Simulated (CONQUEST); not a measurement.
# CdO (Monteponite) under changes of volume

One of the cells (13.229 Å³/atom); the others are scaled copies at fixed shape and fractional positions:

```
Cd O
1.0
     3.34470    0.00000    0.00000
     0.00000    3.34470    0.00000
     0.00000    0.00000    4.73012
Cd O
2 2
Direct
  0.00000 0.00000 0.00000
  0.50000 0.50000 0.50000
  0.00000 0.00000 0.50000
  0.50000 0.50000 0.00000
```

- Program: CONQUEST 1.3
- Functional: PBEsol
- Potentials or basis: PseudoDojo NC PBEsol, DZP, grid of 36 × 36 × 60 points
- k mesh: 8 × 8 × 6
- Occupations: fermi-dirac, width 0.05 eV
- Spin: no spin polarisation

| volume (Å³/atom) | energy over the lowest point (meV/atom) | pressure (GPa) |
| --- | --- | --- |
| 12.191 | ? | ? |
| 12.710 | 5.04 | 4.3 |
| 13.229 | 0.00 | -1.1 |
| 13.488 | 4.45 | -3.9 |
| 13.748 | 12.62 | -6.1 |

**Question.** What does the run at 12.191 Å³/atom give?

**Answer.** Energy over the lowest point 30.95 meV/atom; pressure 12.5 GPa.

Worked out: A Birch-Murnaghan fit of order 2 (a polynomial in V^(-2/3)) to the other rows has its minimum at 13.10 Å³/atom with B0 = V·E''(V) = 143 GPa. It gives 31.41 meV/atom at 12.191 Å³/atom, against the run's 30.95, and -dE/dV = 11.9 GPa, against 12.5.

Energies are extrapolated to zero smearing.

Caveats: the basis of atomic orbitals isn't converged, which shifts pressures, moduli and gaps; the real-space grid breaks the cell's symmetry a little.
